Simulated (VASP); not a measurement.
Sn:

```xyz
1
Lattice="-1.8947 1.8947 1.8947 1.8947 -1.8947 1.8947 1.8947 1.8947 -1.8947" Properties=species:S:1:pos:R:3 pbc="T T T"
Sn    0.0000    0.0000    0.0000
```

This isn't the form of Sn at room conditions, which is tetragonal (white tin).

| Property | Result |
| --- | --- |
| Program | VASP 6.6.1 |
| Task | relaxation of cell and atoms |
| Functional | r2SCAN |
| Dispersion | D3(BJ) |
| Potentials or basis | VASP PAW PBE potentials, release 64 (Sn_d) |
| Cutoff | 600 eV |
| k mesh | 10 × 10 × 10 |
| Occupations | methfessel-paxton, width 0.1 eV |
| Spin | no spin polarisation |

At the start: pressure -1.9 GPa; volume 27.20 Å³/atom.

Question: How do energy, volume and symmetry change on relaxing?

Answer: Over 3 steps the energy falls by 6.3 meV/atom and the volume is 26.15 Å³/atom (-3.9 %); space group Im-3m (No. 229, to 0.05 Å).

Step by step:
| step | energy change (eV) | largest force (eV/Å) | pressure (GPa) | volume (Å³) |
| --- | --- | --- | --- | --- |
| 1 | 0.0000 | 0.0000 | -1.87 | 27.20 |
| 2 | -0.0061 | 0.0000 | 0.35 | 25.97 |
| 3 | -0.0063 | 0.0000 | 0.00 | 26.15 |

Final structure:
```yaml
crystal:
  lattice:
    - [-1.86988, 1.86988, 1.86988]
    - [1.86988, -1.86988, 1.86988]
    - [1.86988, 1.86988, -1.86988]
  atoms:
    - { symbol: Sn, position: [0.00000, 0.00000, 0.00000] }
```

Caveat: the PAW data sets were made with another functional, which shifts forces and pressure a little; pairwise dispersion overbinds metals, which lowers pressure and volume.
